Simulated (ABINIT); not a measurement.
# BN (Fmm2) in ABINIT: reference runs, part 2 of 2

ABINIT 10.8.3 (patched build).

**4. Equation of state, PBE**

File run.abi:

```
ndtset 7
getwfk -1
scalecart1 3*0.9795861087
scalecart2 3*0.9864848297
scalecart3 3*0.9932883884
scalecart4 3*1.0000000000
scalecart5 3*1.0066227096
scalecart6 3*1.0131594038
scalecart7 3*1.0196128224

pp_dirpath "./"
pseudos "N.GGA_PBE-JTH.xml, B.GGA_PBE-JTH.xml"

acell 4.1120778217 2.5017062525 3.7126561469 Angstrom
rprim
     0.0000000000     0.8500120819     0.5267631922
     0.5003113770     0.0000000000     0.8658455555
     0.3371257802     0.9414596159     0.0000000000
ntypat 2
znucl 7 5
natom 2
typat 1 2
chkprim 0
chksymtnons 0
tolsym 1.0e-6
xred
     0.6666513400     0.6666513400     0.3333486600
     0.0000486500     0.0000486500     0.9999513500

ecut 26.0
pawecutdg 48.0
pawovlp 30

kptopt 1
ngkpt 13 13 13
nshiftk 1
shiftk 0.0 0.0 0.0

ixc 11

nband 8
occopt 3
tsmear 0.00183747

nstep 100
tolvrs 1.0e-9

iomode 3
prtwf 1
prtden 0
prteig 0
prtebands 0
enunit 1
```

Potentials or basis: JTH PAW PBE v2.0.

Command:

```sh
$ abinit run.abi > log 2>&1
```

run.abo:

```text
.Version 10.8.3 of ABINIT
 DATASET    1 : space group Fm m 2 (# 42); Bravais oF (face-center ortho.)
================================================================================
 Values of the parameters that define the memory need for DATASET  1.
     intxc =       0    ionmov =       0      iscf =      17    lmnmax =       8
     lnmax =       4     mgfft =      36  mpssoang =       2    mqgrid =    3001
     natom =       2  nloc_mem =       2    nspden =       1   nspinor =       1
    nsppol =       1      nsym =       4    n1xccc =       1    ntypat =       2
    occopt =       3   xclevel =       2
       mpw =         778          nfft =       46656          nkpt =         343
 PAW method is used; the additional fine FFT grid is defined by:
   mgfftf=        48    nfftf =    110592
================================================================================
================================================================================
[... 71 lines left out ...]
 DATASET    7 : space group Fm m 2 (# 42); Bravais oF (face-center ortho.)
================================================================================
 Values of the parameters that define the memory need for DATASET  7.
     intxc =       0    ionmov =       0      iscf =      17    lmnmax =       8
     lnmax =       4     mgfft =      40  mpssoang =       2    mqgrid =    3001
     natom =       2  nloc_mem =       2    nspden =       1   nspinor =       1
    nsppol =       1      nsym =       4    n1xccc =       1    ntypat =       2
    occopt =       3   xclevel =       2
       mpw =         876          nfft =       64000          nkpt =         343
 PAW method is used; the additional fine FFT grid is defined by:
   mgfftf=        50    nfftf =    125000
================================================================================
================================================================================

--------------------------------------------------------------------------------
------------- Echo of variables that govern the present computation ------------
--------------------------------------------------------------------------------
 -outvars: echo values of preprocessed input variables --------
            acell      7.7707008914E+00  4.7275396647E+00  7.0159033173E+00 Bohr
              amu      1.40067400E+01  1.08110000E+01
          chkprim           0
      chksymtnons           0
             ecut      2.60000000E+01 Hartree
[... 1250 lines left out ...]
  Note that boxcut > 2.2 ; recall that boxcut=Gcut(box)/Gcut(sphere) = 2
  is sufficient for exact treatment of convolution.
  Such a large boxcut is a waste : you could raise ecut
  e.g. ecut=   31.523617 Hartrees makes boxcut=2

 Fine grid specifications (used for densities):

 getcut: wavevector=  0.0000  0.0000  0.0000  ngfft=  50  50  50
         ecut(hartree)=     48.000   => boxcut(ratio)=   2.02346
--------------------------------------------------------------------------------
[... 141 lines left out ...]
-Cartesian components of stress tensor (GPa)         [Pressure= -8.9609E+00 GPa]
- sigma(1 1)=  1.42261743E+01  sigma(3 2)= -3.34223200E-09
- sigma(2 2)= -1.50794315E+00  sigma(3 1)=  4.19821772E-09
- sigma(3 3)=  1.41645286E+01  sigma(2 1)=  3.18237093E-09

== END DATASET(S) ==============================================================
================================================================================

 -outvars: echo values of variables after computation  --------
            acell      7.7707008914E+00  4.7275396647E+00  7.0159033173E+00 Bohr
           etotal1    -1.2980515109E+01
           etotal2    -1.2981974785E+01
           etotal3    -1.2982932402E+01
           etotal4    -1.2983438287E+01
           etotal5    -1.2983541445E+01
           etotal6    -1.2983259636E+01
           etotal7    -1.2982642222E+01
            fcart1    -3.9919358411E-15  1.4294671845E-15 -2.5089357865E-04
                       3.9919358411E-15 -1.4294671845E-15  2.5089357865E-04
            fcart2    -3.6372221633E-15  1.3024610391E-15 -2.2860309187E-04
                       3.6372221633E-15 -1.3024610391E-15  2.2860309187E-04
            fcart3    -3.9032231887E-15  1.3977081469E-15 -2.4531893602E-04
                       3.9032231887E-15 -1.3977081469E-15  2.4531893602E-04
            fcart4    -3.1621768173E-15  1.1323417435E-15 -1.9874741001E-04
                       3.1621768173E-15 -1.1323417435E-15  1.9874741001E-04
            fcart5    -2.5198015379E-15  9.0230918821E-16 -1.5837040913E-04
                       2.5198015379E-15 -9.0230918821E-16  1.5837040913E-04
[... 38 lines left out ...]
                      -1.1360015663E-13  1.4269452008E-13  1.0816658948E-13
           xangst1     1.2260814184E+00  3.4239628327E+00  2.8290988093E+00
                       1.2260814185E+00  3.4239628326E+00  2.0645823208E-04
           xangst2     1.2347160791E+00  3.4480760414E+00  2.8490226967E+00
                       1.2347160792E+00  3.4480760413E+00  2.0791221119E-04
           xangst3     1.2432316315E+00  3.4718566278E+00  2.8686717501E+00
                       1.2432316316E+00  3.4718566278E+00  2.0934613383E-04
           xangst4     1.2516321001E+00  3.4953158301E+00  2.8880552553E+00
                       1.2516321001E+00  3.4953158300E+00  2.1076067764E-04
           xangst5     1.2599212960E+00  3.5184642918E+00  2.9071820066E+00
                       1.2599212961E+00  3.5184642917E+00  2.1215648441E-04
           xangst6     1.2681028323E+00  3.5413121025E+00  2.9260603406E+00
                       1.2681028324E+00  3.5413121024E+00  2.1353416251E-04
           xangst7     1.2761801382E+00  3.5638688387E+00  2.9446981701E+00
                       1.2761801382E+00  3.5638688386E+00  2.1489428938E-04
             xred      6.6665134000E-01  6.6665134000E-01  3.3334866000E-01
                       4.8650000000E-05  4.8650000000E-05  9.9995135000E-01
 Calculation completed.
```

It took 13 min on 1 thread of Intel Xeon Platinum 8488C (Sapphire Rapids), shared host; peak memory 0.21 GiB.

What came out:

* Equilibrium volume: 9.62 Å³/atom
* Bulk modulus at fixed shape and positions: 224 GPa
* Pressure derivative of the bulk modulus: 3.8

Energy against volume, from the lowest point:
```csv
volume (Å³/atom),energy (meV/atom)
8.908,41.18
9.097,21.32
9.287,8.29
9.476,1.40
9.666,0.00
9.855,3.83
10.045,12.23
```

Caveat: pressures at fixed basis lie under the slope of the energies; the cell was scaled at fixed shape and fractional positions, which overstates the stiffness of a crystal with free parameters, most of all of layers and chains; the atomic spheres overlap.

**5. The runs side by side**

```tsv
task	cell	gap on the mesh (eV)	pressure (GPa)	largest force (eV/Å)
single point	as given	3.89	3.5	0.01
single point	atoms moved at random, drawn with an rms of 0.05 Å	3.71	3.9	1.61
equation of state	as given	-	-	-
```

Alike in all rows: level PBE; potentials or basis JTH PAW PBE v2.0; no spin polarisation; k mesh 13 × 13 × 13; cutoff (eV) 707; smearing fermi-dirac 0.05 eV.

Caveats: the atomic spheres overlap; an odd mesh through Γ misses points on the zone boundary, where band edges often lie (some runs); pressures at fixed basis lie under the slope of the energies (some runs); the cell was scaled at fixed shape and fractional positions, which overstates the stiffness of a crystal with free parameters, most of all of layers and chains (some runs).

Absolute energies hang on the potentials; compare differences alone.
